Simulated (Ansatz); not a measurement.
CuO:

```
Cu O
1.0
     3.17550    0.00000    0.00000
     0.00000    3.17550    0.00000
     0.00000    0.00000    4.64953
Cu O
2 2
Cartesian
  0.0000 0.0000 0.0000
  1.5877 1.5877 0.0000
  1.5877 0.0000 1.2414
  0.0000 1.5877 3.4081
```

The cell was built by a generator and needn't be a form met in nature.

```yaml
Program: Ansatz 0.2.0
Task: relaxation of cell and atoms
Functional: r2SCAN
Potentials_or_basis: Ansatz PAW
Cutoff: "500 eV (not typed: the program's choice for these potentials)"
k_mesh: 8 × 8 × 6
Occupations: fermi-dirac, width 0.05 eV
Spin: no spin polarisation
```

At the start: volume 11.72 Å³/atom.

Q: How do energy, volume and symmetry change on relaxing?

A: It ends after 17 steps and the volume is 12.16 Å³/atom (+3.7 %); space group P4/mmm (No. 123, to 0.05 Å).

Step by step:
| step | energy change (eV) | largest force (eV/Å) | volume (Å³) |
| --- | --- | --- | --- |
| 1 | 0.0000 | 1.4628 | 46.88 |
| 2 | -0.6978 | 1.2385 | 48.08 |
| 3 | -1.3105 | 1.1057 | 49.63 |
| 4 | -1.7669 | 0.8285 | 50.66 |
| 5 | -2.0613 | 0.8790 | 49.97 |
| 6 | -2.4292 | 1.0282 | 48.59 |
| 7 | -2.8010 | 1.0142 | 47.17 |
| 8 | -3.0299 | 0.5143 | 45.89 |
| 9 | -3.0933 | 0.2522 | 49.07 |
| 10 | -3.1452 | 0.0447 | 49.47 |
| 11 | -3.1503 | 0.0355 | 49.15 |
| 12 | -3.1537 | 0.0093 | 48.42 |
| 13 | -3.1540 | 0.0022 | 48.28 |
| 14 | -3.2102 | 0.0023 | 48.28 |
| 15 | -3.2127 | 0.0005 | 48.58 |
| 16 | -3.2127 | 0.0005 | 48.62 |
| 17 | -3.2130 | 0.0004 | 48.62 |

Final structure:
```yaml
crystal:
  lattice:
    - [3.84258, 0.00000, 0.00000]
    - [0.00000, 3.84258, 0.00000]
    - [0.00000, 0.00000, 3.29313]
  atoms:
    - { symbol: Cu, position: [0.00000, 0.00000, 0.00000] }
    - { symbol: Cu, position: [0.50000, 0.50000, 0.00000] }
    - { symbol: O, position: [0.50000, 0.00000, 0.00017] }
    - { symbol: O, position: [0.00000, 0.50000, 0.99983] }
```

Caveat: the plane-wave basis is chosen anew once the cell has moved, so the energies of steps on either side of that aren't comparable; the run has no spin polarisation, though such a crystal can be magnetic; the PAW data sets come from PBE, with cores solved anew for the run's functional, which leaves a small shift of forces and pressure.
